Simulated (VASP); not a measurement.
Input of a VASP 6.6.1 run:

Contents of INCAR:

```
PREC     = Accurate       # precision mode
ENCUT    = 700            # plane-wave cutoff, eV
EDIFF    = 1E-7           # SCF threshold, eV
ISMEAR   = 0              # smearing method
SIGMA    = 0.02           # smearing width, eV
LREAL    = F              # projectors in reciprocal space
LASPH    = T              # aspherical terms in the spheres
NELM     = 100            # most SCF steps
ALGO     = Fast           # electronic algorithm
ISIF     = 2              # what is computed and relaxed
LWAVE    = F              # write WAVECAR
LCHARG   = T              # write CHGCAR
GGA      = PS             # functional
LELF     = T              # ELF
LVHAR    = T            
NBANDS   = 28             # bands
```

The input KPOINTS:

```
regular mesh
0
Gamma
  8 8 8
```

File POSCAR:

```
BaTiO3
1.0
    3.9832200000      0.0000000000      0.0000000000
    0.0000000000      3.9832200000      0.0000000000
    0.0000000000      0.0000000000      3.9832200000
Ba Ti O
1 1 3
Direct
    0.0000000000      0.0000000000      0.0000000000
    0.5000000000      0.5000000000      0.5000000000
    0.5000000000      0.5000000000      0.0000000000
    0.0000000000      0.5000000000      0.5000000000
    0.5000000000      0.0000000000      0.5000000000
```

Potentials or basis: VASP PAW PBE potentials, release 64 (Ba_sv, Ti_sv, O).

Run with:

```bash
$ cat potpaw_PBE.64/Ba_sv/POTCAR potpaw_PBE.64/Ti_sv/POTCAR potpaw_PBE.64/O/POTCAR > POTCAR
$ mpirun -np 1 vasp_std > vasp.out
```

Question: Predict the band gap on the k mesh.

Answer: 1.73 eV, indirect (least direct gap 1.86 eV).

Question: Estimate the pressure.

Answer: 0.0 GPa.

Caveat: the PAW data sets were made with another functional, which shifts forces and pressure a little; spin-orbit coupling is left out, which moves the levels of the heavy elements. A k mesh can miss the band edges.
